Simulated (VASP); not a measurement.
# Yb (Pm-3m) in VASP: single point with PBEsol

Aim: the single point of Yb with PBEsol.

Everything below comes from runs of VASP 6.6.1. Logs are shortened: lines on timing, memory, paths and dates and some standing lists are left out, and cuts for length are marked.

**1. The crystal as given**

Symmetry: Pm-3m, No. 221, cubic system. The conventional cell has a = 3.375 Å, b = 3.375 Å, c = 3.375 Å, α = 90.00°, β = 90.00°, γ = 90.00°. Yb (site symmetry m-3m) is surrounded by 6 Yb at 3.37 Å.

This isn't the form of Yb at room conditions, which is fcc.

**2. Single point, PBEsol**

Contents of INCAR:

```
PREC     = Accurate       # precision mode
ENCUT    = 520            # plane-wave cutoff, eV
EDIFF    = 1E-6           # SCF threshold, eV
ISMEAR   = -1             # smearing method
SIGMA    = 0.1            # smearing width, eV
LREAL    = False          # projectors in reciprocal space
LASPH    = True           # aspherical terms in the spheres
NELM     = 80             # most SCF steps
ALGO     = Normal         # electronic algorithm
ISIF     = 2              # what is computed and relaxed
LWAVE    = False          # write WAVECAR
LCHARG   = False          # write CHGCAR
GGA      = PS             # functional
NBANDS   = 18             # bands
```

Contents of KPOINTS:

```
regular mesh
0
Gamma
  11 11 11
```

Contents of POSCAR:

```
Yb
1.0
    3.3748186882      0.0000000000      0.0000000000
    0.0000000000      3.3748186882      0.0000000000
    0.0000000000      0.0000000000      3.3748186882
Yb
1
Direct
    0.0000000000      0.0000000000      0.0000000000
```

Potentials or basis: VASP PAW PBE potentials, release 64 (Yb).

Run with:

```console
$ cat potpaw_PBE.64/Yb/POTCAR > POTCAR
$ mpirun -np 1 vasp_std > vasp.out
```

OUTCAR:

```text
PREC = Accurate
   ENCUT = 520
   EDIFF = 1E-6
   ISMEAR = -1
   LREAL = False
   LASPH = True
   NELM = 80
   ISIF = 2
   GGA = PS

 ion  position               nearest neighbor table
   1  0.000  0.000  0.000-

  LATTYP: Found a simple cubic cell.
 ALAT       =     3.3748186882

  Lattice vectors:

 A1 = (   3.3748186882,   0.0000000000,   0.0000000000)
 A2 = (   0.0000000000,   3.3748186882,   0.0000000000)
 A3 = (   0.0000000000,   0.0000000000,   3.3748186882)

Analysis of symmetry for initial positions (statically):
=====================================================================
 Subroutine PRICEL returns:
 Original cell was already a primitive cell.

 Routine SETGRP: Setting up the symmetry group for a
 simple cubic supercell.

 Subroutine GETGRP returns: Found 48 space group operations
 (whereof 48 operations were pure point group operations)
 out of a pool of 48 trial point group operations.

The static configuration has the point symmetry O_h .

Analysis of symmetry for dynamics (positions and initial velocities):
=====================================================================
 Subroutine PRICEL returns:
 Original cell was already a primitive cell.

 Routine SETGRP: Setting up the symmetry group for a
 simple cubic supercell.

 Subroutine GETGRP returns: Found 48 space group operations
 (whereof 48 operations were pure point group operations)
 out of a pool of 48 trial point group operations.

The dynamic configuration has the point symmetry O_h .

 Subroutine INISYM returns: Found 48 space group operations
 (whereof 48 operations are pure point group operations),
 and found     1 'primitive' translations

----------------------------------------------------------------------------------------

                                     Primitive cell

  volume of cell :      38.4372

  direct lattice vectors                    reciprocal lattice vectors
     3.374818688  0.000000000  0.000000000     0.296312215  0.000000000  0.000000000
     0.000000000  3.374818688  0.000000000     0.000000000  0.296312215  0.000000000
     0.000000000  0.000000000  3.374818688     0.000000000  0.000000000  0.296312215

  length of vectors
     3.374818688  3.374818688  3.374818688     0.296312215  0.296312215  0.296312215

  position of ions in fractional coordinates (direct lattice)
     0.000000000  0.000000000  0.000000000

  ion indices of the primitive-cell ions
   primitive index   ion index
[... 69 lines left out ...]
   LSORBIT =      F    spin-orbit coupling
   LASPH  =      T    aspherical Exc in radial PAW
   ENCUT  =  520.0 eV  38.22 Ry    6.18 a.u.   6.27  6.27  6.27*2*pi/ulx,y,z
   NELM   =     80;   NELMIN=  2; NELMDL= -5     # of ELM steps
   EDIFF  = 0.1E-05   stopping-criterion for ELM
   LREAL  =      F    real-space projection
   EDIFFG = 0.1E-04   stopping-criterion for IOM
   NSW    =      0    number of steps for IOM
   IBRION =     -1    ionic relax: 0-MD 1-quasi-New 2-CG
   NFREE  =      0    steps in history (QN), initial steepest desc. (CG)
   ISIF   =      2    stress and relaxation
   ISYM   =      2    0-nonsym 1-usesym 2-fastsym
   POTIM  = 0.5000    time-step for ionic-motion
   TEBEG  =    0.0;   TEEND  =   0.0 temperature during run
   PSTRESS=    0.0 pullay stress
   NELECT =      24.0000    total number of electrons
   NUPDOWN=      -1.0000    fix difference up-down
   EMIN   =  10.00;   EMAX   =-10.00  energy-range for DOS
   EFERMI =   0.00;   METHOD = LEGACY
   ISMEAR =    -1;   SIGMA  =   0.10  broadening in eV -4-tet -1-fermi 0-gaus
   EFERMI_NEDOS =   21; number of points for ismear=-14 and -15
   IALGO  =     38    algorithm
   IMIX   =      4    mixing-type and parameters
     AMIX     =   0.40;   BMIX     =  1.00
     AMIX_MAG =   1.60;   BMIX_MAG =  1.00
  volume/ion in A,a.u.               =      38.44       259.39
  Fermi-wavevector in a.u.,A,eV,Ry     =   1.399248  2.644196 26.638791  1.957896
  Thomas-Fermi vector in A             =   2.522326
   LORBIT       =      0    0 simple, 1 ext, 2 COOP (PROOUT), +10 PAW based schemes
   GGA     = PS    functional components
   LHFCALC =     F    Hartree Fock is set to
   AEXX    =    0.0000 exact exchange contribution
   IVDW    =     0    specifies the selected vdW correction
   LEPSILON=     F    determine dielectric tensor
   LRPA    =     F    only Hartree local field effects (RPA)
 non-spin polarized calculation
  energy-cutoff  :      520.00
  volume of cell :       38.44
 maximum number of plane-waves:      1052
 NGX is ok and might be reduce to    28
   NGX = 13   NGY = 13   NGZ = 13

 number of electron      24.0000007 magnetization

 Free energy of the ion-electron system (eV)
  ---------------------------------------------------
  ext. energy  EPLUGINS =         0.00000000
  ---------------------------------------------------
  free energy    TOTEN  =        -3.40660302 eV

  energy without entropy =       -3.31456709  energy(sigma->0) =       -3.36058505

 E-fermi :   1.0596     XC(G=0):  -9.2468

 val. band max:        1.0366864777   @ k =   0.4545   0.1818   0.0909
 cond. band min:       1.0626791711   @ k =   0.4545   0.0909   0.0909
 fundamental gap:      0.0259926934
 Fermi energy:         1.0595709445

 k-point     1 :       0.0000    0.0000    0.0000
  band No.  band energies     occupation
      1     -50.8853      2.00000
      2     -23.0356      2.00000
      3     -23.0356      2.00000
      4     -23.0356      2.00000
      5      -3.7437      2.00000
      6       0.5299      1.99003
[... 481 lines left out ...]
      5      -2.2251      2.00000
      6       0.4829      1.99376
[... 10 lines left out ...]
     17       7.1810      0.00000
     18       9.0352      0.00000

 [... further k-points ...]

------------------------ aborting loop because EDIFF is reached ----------------------------------------

  FORCE on cell =-STRESS in cart. coord.  units (eV):
  Direction    XX          YY          ZZ          XY          YZ          ZX
  --------------------------------------------------------------------------------------
  -------------------------------------------------------------------------------------
  Total       -0.3827536     -0.3827536     -0.3827536      0.0000000     -0.0000000     -0.0000000
  in kB      -15.9543269    -15.9543269    -15.9543269      0.0000000     -0.0000000     -0.0000000
  external PRESSURE =     -15.9543269 kB  Pullay stress =       0.0000000 kB

 VOLUME and BASIS-vectors are now :
 -----------------------------------------------------------------------------
  energy-cutoff  :      520.00
  volume of cell :       38.44
      direct lattice vectors                 reciprocal lattice vectors
     3.374818688  0.000000000  0.000000000     0.296312215  0.000000000  0.000000000
     0.000000000  3.374818688  0.000000000     0.000000000  0.296312215  0.000000000
     0.000000000  0.000000000  3.374818688     0.000000000  0.000000000  0.296312215

 POSITION                                       TOTAL-FORCE (eV/Angst)
 -----------------------------------------------------------------------------------
      0.00000      0.00000      0.00000         0.000000      0.000000      0.000000
 -----------------------------------------------------------------------------------
    total drift:                               -0.000000      0.000000     -0.000000

  FREE ENERGIE OF THE ION-ELECTRON SYSTEM (eV)
  ---------------------------------------------------
  free  energy   TOTEN  =        -3.4066030166 eV

  energy  without entropy=       -3.3145670897  energy(sigma->0) =       -3.36058505
```

OSZICAR:

```text
N       E                     dE             d eps       ncg     rms          rms(c)
DAV:   1     0.123076078527E+03    0.12308E+03   -0.87336E+03  2544   0.911E+03
DAV:   2     0.133498871385E+02   -0.10973E+03   -0.10602E+03  2574   0.581E+02
DAV:   3    -0.945140224069E+00   -0.14295E+02   -0.14132E+02  2952   0.121E+02
[... 20 lines left out ...]
DAV:  24    -0.340665770515E+01   -0.54299E-04   -0.47468E-04  3978   0.383E-01    0.306E-01
DAV:  25    -0.340662502839E+01    0.32677E-04   -0.47513E-05  3752   0.152E-01    0.178E-01
DAV:  26    -0.340660532936E+01    0.19699E-04   -0.27228E-05  3148   0.188E-01    0.108E-01
DAV:  27    -0.340660342852E+01    0.19008E-05   -0.40553E-06  2178   0.545E-02    0.386E-02
DAV:  28    -0.340660301656E+01    0.41196E-06   -0.14127E-06  1894   0.294E-02
   1 F= -.34066030E+01 E0= -.33605851E+01  d E =-.920359E-01
```

stdout:

```text
POSCAR found type information on POSCAR Yb
 POSCAR found :  1 types and       1 ions
 scaLAPACK will be used
 -----------------------------------------------------------------------------
|                                                                             |
|                                                                             |
|     You enforced a specific xc type in the INCAR file but a different       |
|     I HOPE YOU KNOW WHAT YOU ARE DOING!                                     |
|                                                                             |
 -----------------------------------------------------------------------------

 LDA part: xc-table for (Slater+PW92), standard interpolation
 POSCAR, INCAR and KPOINTS ok, starting setup
 FFT: planning ... GRIDC
 FFT: planning ... GRID_SOFT
 FFT: planning ... GRID
 WAVECAR not read
 entering main loop
```

Run time: 94 s. Hardware: 1 thread of Intel Xeon Platinum 8259CL at 2.50GHz (Skylake/Cascade Lake), shared host; peak memory 0.19 GiB.

What came out:

```yaml
Free_energy: -3.4066 eV
Pressure: -1.6 GPa
Band_gap_on_the_k_mesh: none (metal or under the smearing width)
```

Caveat: the PAW data sets were made with another functional, which shifts forces and pressure a little.
